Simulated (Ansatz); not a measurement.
Something may be wrong with this Ansatz 0.2.0 calculation of TiC.

File input.yaml:

```yaml
crystal:
  lattice:
    - [0.0, 2.1657188437, 2.1657188437]
    - [2.1657188437, 0.0, 2.1657188437]
    - [2.1657188437, 2.1657188437, 0.0]
  atoms:
    - { symbol: Ti, position: [0.0, 0.0, 0.0] }
    - { symbol: C, position: [0.5, 0.5, 0.5] }
hamiltonian:
  xc: lda
  pseudopotentials: { kind: paw }
kpoints:
  mp_grid: { grid: [6, 5, 7] }
  band_path:
    path:
      - [[0.0, 0.0, 0.0], [0.5, 0.0, 0.5], [0.5, 0.25, 0.75], [0.375, 0.375, 0.75], [0.0, 0.0, 0.0], [0.5, 0.5, 0.5], [0.625, 0.25, 0.625], [0.5, 0.25, 0.75], [0.5, 0.5, 0.5], [0.375, 0.375, 0.75]]
      - [[0.625, 0.25, 0.625], [0.5, 0.0, 0.5]]
    npoints: 14
scf:
  occupations: { method: fermi_dirac, width: 0.05 }
  n_extra_bands: 6
  max_iter: 75
output:
  forces: true
  stress: true
  eigenvalues: true
  fatbands: false
```

Potentials or basis: Ansatz PAW.

The run is started by

```console
$ ansatz run input.yaml --threads 2 --pin off --max-ram 5632MiB --backend cpu --events-out ev --progress --plain --runs-dir out
```

Output:

```text
Warning: crystal.symmetry: narrowed to the stabiliser of the k-point mesh — unitary ops 48 → 2; excluded 46 operations that carry a point of the 6×5×7 mesh (shift [0, 0, 0]) off the mesh (the run samples exactly the mesh kpoints.mp_grid names, as under crystal.symmetry.detect: false, and its converged state has the mesh's symmetry, not the crystal's; ε∞, the Born charges and the force constants of a linear response (`dielectric:` by the response, `phonons.method: dfpt`) are averaged over those of the crystal's operations that the state keeps within a tolerance, where `mesh_tensors`, `unaveraged_element` or `gamma_mean_max_change_ev_ang2` stands beside them; a row that `dielectric.field_direction` solves alone is averaged likewise, with nothing beside; a Γ-centred mesh of equal divisions is mapped onto itself by every operation and keeps the whole group, as does a half-shifted one under kpoints.further_shifts: images)
Warning: RAYON_NUM_THREADS=2 ignored (pool sized by the plan → 2); use --threads N
[... 1 line left out ...]
Engine: ansatz 0.2.0, x86_64-unknown-linux-gnu
Pseudopotentials: kind: paw
Pseudopotential: Ti, paw, valence charge 12, recommended cutoff 420 eV (normal), Ti.paw.azcp
Pseudopotential: C, paw, valence charge 4, recommended cutoff 420 eV (normal), C.paw.azcp
Functional definition: SPW92
  exchange = slater_x
  correlation = pw_c
Crystal: 2 atoms, lattice volume = 20.316 Å³
Basis set: ecut = 420 eV, 411 PW (Γ)
Bands: 14, of which v1, the nominal top of the filled ones, is band 8 counted from 1 (7 counted from 0)
Symmetry: 2 space group operations
k-points: 106 of 210
Non-local potential: Ti, projectors of the file, l = 0: 3, l = 1: 2, l = 2: 3, l = 3: 1
Non-local potential: C, projectors of the file, l = 0: 2, l = 1: 2, l = 2: 1
[... 28 lines left out ...]
  E_local      = -780.140549  (includes V_loc(G=0)·N_el)
  E_nonlocal   = 36.857210
  E_hartree    = 314.415577
  E_xc         = -146.143175
  E_vxc        = -183.282776  (∫ρ·V_xc dr)
  E_paw        = -1089.046445  (= ΣΔE_a)
  E_vpaw       = -176.762636  (= ΣTr[D̂ρ^β])
  E_aug_tail   = 0.000129  (compensation charges beyond the density's cutoff)
  E_ewald      = -1393.263931
  E_core_change = 0.388783  (= ΣΔE_core)
  E_smearing   = -0.002769  (= −TS)
  E_closure    = -0.000000  (closes the sum)
  Σ components = -2695.129656   (vs F -2695.129656, Δ=0.00e0)
--- Forces (eV/Å), atoms counted from 1 ---
  atom   1  Ti     0.00000000     0.00000000     0.00000000
  atom   2  C      0.00000000     0.00000000     0.00000000
  max |Σ_I F_I| component: 0.00e0 eV/Å
--- Stress (GPa, compression-positive) ---
      -12.354659       0.918630       1.900002
        0.918630     -13.146111       0.822037
        1.900002       0.822037     -12.075806
  P = ⅓ Tr σ = -12.5255 GPa (-125.255 kbar)
[... 6 lines left out ...]
```

Diagnose the run.

The run converged. The input holds a flaw that was put in on purpose: a mesh that breaks the symmetry (kpoints.mp_grid.grid = 6 × 5 × 7). The program doesn't stop on it, so the numbers can't be trusted though the run ends normally.

A sound run on the same cell differs in these lines of the main input:
```diff
@@ -13 +13 @@
-  mp_grid: { grid: [6, 5, 7] }
+  mp_grid: { grid: [11, 11, 11] }
@@ -22 +21,0 @@
-  max_iter: 75
@@ -27 +26 @@
-  fatbands: false
+  fatbands: true
```
